**Q:** I have a crystal of anatase, TiO₂, in the computer and want to squeeze it. What pressures should I have in mind?

**A:** Near zero pressure, one per cent less volume costs about 1.7 GPa, some seventeen thousand atmospheres. The bulk modulus, which is the pressure rise per relative loss of volume, is about 170 GPa there. In the table, positive pressure means that the cell is held compressed, negative pressure that it is held stretched. At each volume the atoms and the shape of the cell were free to relax.

Anatase TiO₂ computed with Ansatz 0.2.0 using PBE+U (U_eff = 4 eV on Ti d) and PAW, without spin polarization or dispersion correction; atoms and cell shape relaxed at each fixed volume to 0.01 eV/Å. Plane-wave cutoff 420 eV, 6×6×6 k mesh, Gaussian smearing 0.02 eV. The ratio c/a refers to the conventional tetragonal cell; positive pressure means compression.

```csv
volume (relaxed cell) (Å³/atom),c/a (relaxed cell),shortest distance (relaxed cell) (Å),pressure (GPa)
10.450,2.3871,1.895,?
10.806,2.4431,1.909,18.470
11.162,2.4889,1.925,11.640
11.519,2.5294,1.941,5.520
12.231,2.5828,1.977,-4.860
12.587,2.6013,1.995,-9.130
13.062,2.6125,2.022,-13.930
```

**Q:** The smallest cell has no pressure. Can I simply extend the last slope?

**A:** That would give 25.3 GPa, but the slope itself changes. Between the two largest cells the mean bulk modulus is 130 GPa; between the two smallest cells with known pressures it is 211 GPa. The crystal stiffens as it shrinks, so a straight line should fall short.

**Q:** Why does it stiffen?

**A:** Titanium and oxygen attract each other as ions, while their electron clouds repel when they overlap. The repulsion grows much more steeply as the distance shrinks, so each further step costs more. This is standard bonding physics; the table shows the stiffening but does not separate the two forces.

**Q:** Do all directions give way equally?

**A:** Far from it. From 10.806 to 13.062 Å³/atom the edge $c$ grows by 11 %, the edge $a$ by only 4 %. On compression the difference sharpens: over the tightest interval with known pressures, the relative change of $c$ is five times that of $a$.

**Q:** What makes $a$ so stubborn?

**A:** In anatase, neighbouring titanium atoms along $a$ are joined through one oxygen by a slightly bent Ti–O–Ti link. Pressing the crystal along $c$ can flatten this link, and a flatter link pushes the titanium atoms apart along $a$. That works against the shrinking of $a$, while $c$ can shorten by changing angles as well as bonds. The flattening can be seen in the data, if the shortest Ti–O bonds are those of the link, as in known anatase. Half the edge $a$ divided by the shortest distance would be 1 for a straight link; it rises from 0.968 at 13.062 to 0.984 at 10.806 Å³/atom. Between these two cells the shortest distance differs by 5.9 %, the edge $a$ by only 4.2 %: on compression the flattening gives back part of the length that the shorter bonds take away. Why the link flattens at all remains an argument from the structure.

**Q:** Does that matter for the pressure?

**A:** For a small squeeze from the same relaxed state, a crystal that may change its shape never resists more than one whose shape is frozen, because it can choose the cheaper deformation. The stiffening does slow down on compression: the bulk modulus gains about 4 GPa per GPa of pressure at the loose end, but only about 2.5 at the tight end. Some slowing is expected in most solids under pressure; the growing share of $c$ may add to it here. That remains a guess, since there are no runs with a frozen shape.

**Q:** Then how do you turn this into a forecast?

**A:** I write the energy as a polynomial in a strain $f$ that measures compression, up to the fourth power, and take the pressure as minus its derivative with respect to volume:

$$f=\tfrac12\left[\left(\frac{V_r}{V}\right)^{2/3}-1\right],\qquad P=(1+2f)^{5/2}\left(c_0+c_1f+c_2f^2+c_3f^3\right).$$

Here $P$ is the pressure, $V$ the volume per atom and $V_r$ = 12 Å³/atom an arbitrary reference. This is the fourth-order Birch–Murnaghan equation. Its four coefficients come from the six rows with known pressures; the first, $c_0$, is the fitted pressure at $V_r$. The usual third-order form, with one term fewer, follows the slowing stiffening less closely.

**Q:** Work it out for the smallest cell.

**A:** That row was not part of the fit. Its volume of 10.45 Å³/atom gives $f$ = 0.0483 and a prefactor of 1.259, so

$$P\approx1.259\times(-1.78+24.62-1.36-0.94)\ \text{GPa}\approx25.9\ \text{GPa}.$$

Without intermediate rounding the forecast is 25.85 GPa.

**Q:** How far would you trust it?

**A:** To ±0.48 GPa. That is the gap to the third-order fit, which gives 26.33 GPa, and it is wider than the typical error when each known row is predicted from the others. I also expect the pressure to rise by more than the 6.83 GPa of the preceding, equally large volume step, and the last interval to have the highest mean bulk modulus. The known shape and shortest distance of the small cell continue the series smoothly, so nothing there hints at a change of structure.

**Q:** Let us see it.

The withheld rows as computed:

```csv
volume (relaxed cell) (Å³/atom),c/a (relaxed cell),shortest distance (relaxed cell) (Å),pressure (GPa)
10.450,2.3871,1.895,25.780
```

**A:** The computed pressure is 25.78 GPa, so the forecast was 0.07 GPa too high, well inside its error bar. A difference this small needs no physical cause: it is below the typical error of 0.09 GPa when each known row is predicted from the others, and this cell was also snapped to symmetry. The straight line was about 0.5 GPa too low. Only about half of that comes from the rising bulk modulus. The rest would appear even at a constant one, because the same volume step is a larger share of a smaller cell. The third-order fit was 0.55 GPa too high, because it let the stiffening run on too strongly.

**Q:** And the other two expectations?

**A:** Both held. The last step raised the pressure by 7.31 GPa, and the mean bulk modulus reached 218 GPa. Yet it gained less than in the step before, so the slowing went on. The output printed below gives the fits and the changes of the two edges.

**Q:** Can I read the pressure of a real sample from its density with this curve?

**A:** Not directly. The runs add a correction of 4 eV, a Hubbard $U$, on the titanium d electrons, and the pressures belong to that setting. The curve crosses zero at 11.88 Å³/atom, while real anatase is, as a rough recollection, a few per cent denser. PBE is known to make such crystals too large, and $U$ tends to add to it. At the real density the calculation therefore reports several GPa where the sample feels almost none.

**Q:** So what can I use?

**A:** Use the volume relative to the calculation's own zero-pressure volume, and compare that ratio with the sample's. This removes the shift of the zero, though not an error in the stiffness. Remember too that real anatase turns into denser forms under several GPa, so the most compressed rows describe a crystal that the calculation keeps in its structure.

**Q:** What would you compute next?

**A:** The same volumes with $c/a$ frozen. If the climb of the bulk modulus then slowed much less, the yielding $c$ axis would be a main cause of the slowing. If it slowed just as much, the cause would have to lie elsewhere, in the bonds themselves or in shifts of the oxygen atoms within the cell.

Numerical output:

```
Edges and changes from the next smaller volume:
     row  a in Å  c in Å  pressure drop in GPa  mean bulk modulus in GPa  strain of c over strain of a
   10.45   3.745    8.94                   n/a                       n/a                           n/a
  10.806   3.758   9.181                  7.31                     218.2                         7.747
  11.162   3.775   9.397                  6.83                     210.7                         5.026
  11.519   3.795   9.599                  6.12                     194.4                         4.156
  12.231   3.845    9.93                 10.38                     173.1                         2.604
  12.587   3.872   10.07                  4.27                     148.8                         1.993
  13.062   3.915   10.23                   4.8                     129.6                         1.394
fit of pressure on 6 rows: coefficient of g -1.737 +/- 0.059, coefficient of g1 503.8 +/- 1.9, coefficient of g2 -721.2 +/- 95; rms 0.0634, worst 12.587 0.0725, leave-one-out rms 0.184
  rows outside the fit (model, value, miss): 10.45 26.33, 25.78, 0.554
fit of pressure on 6 rows: coefficient of g -1.777 +/- 0.019, coefficient of g1 509.7 +/- 1.2, coefficient of g2 -583.4 +/- 37, coefficient of g3 -8373 +/- 1465; rms 0.0152, worst 11.162 0.0251, leave-one-out rms 0.0935
  rows outside the fit (model, value, miss): 10.45 25.85, 25.78, 0.0747
Forecast at 10.45 Å³/atom from four terms (GPa): 25.85
Error bar of the forecast (GPa): 0.4789
Three-term value less four-term value at 10.45 (GPa): 0.4789
Straight continuation of the last known slope to 10.45 (GPa): 25.3
Volume at zero pressure from four terms (Å³/atom): 11.88
Bulk modulus at zero pressure from four terms (GPa): 172.6
Growth of a from 10.806 to 13.062 (%): 4.17
Growth of c from 10.806 to 13.062 (%): 11.39
Growth of shortest distance from 10.806 to 13.062 (%): 5.919
Mean pressure from the energy difference 10.806 to 11.162 (GPa): 14.96
Mean of the two tabulated pressures there (GPa): 15.05
```
